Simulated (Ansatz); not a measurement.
# hcp against fcc along group 13

These are results of DFT, BLYP, plane waves (420 eV) with PAW, scalar-relativistic (Ansatz), not measurements. The PAW files were generated under PBE, with cores re-solved for the functional.

Each structure is relaxed within its symmetry, in the lowest magnetic state of the tried starts. Differences under about 8 meV lie within the error of the k-point mesh. Some of these cells lie far above the measured volume under this functional.

| element | E(hcp) − E(fcc) (meV/atom) | V(hcp) (Å³/atom) | V(fcc) (Å³/atom) | state of hcp | state of fcc |
| --- | --- | --- | --- | --- | --- |
| Al | 31 | 17.64 | 17.37 | spin not included | spin not included |
| Ga | 0 | 21.98 | 21.61 | spin not included | spin not included |
| In | -2 | 31.40 | 31.08 | spin not included | spin not included |
| Tl | ? | ? | ? | ? | ? |

**Question.** Fill in the row of Tl.

**Answer.** E(hcp) − E(fcc) (meV/atom): -25; V(hcp) (Å³/atom): 35.61; V(fcc) (Å³/atom): 35.40; state of hcp: spin not included; state of fcc: spin not included.
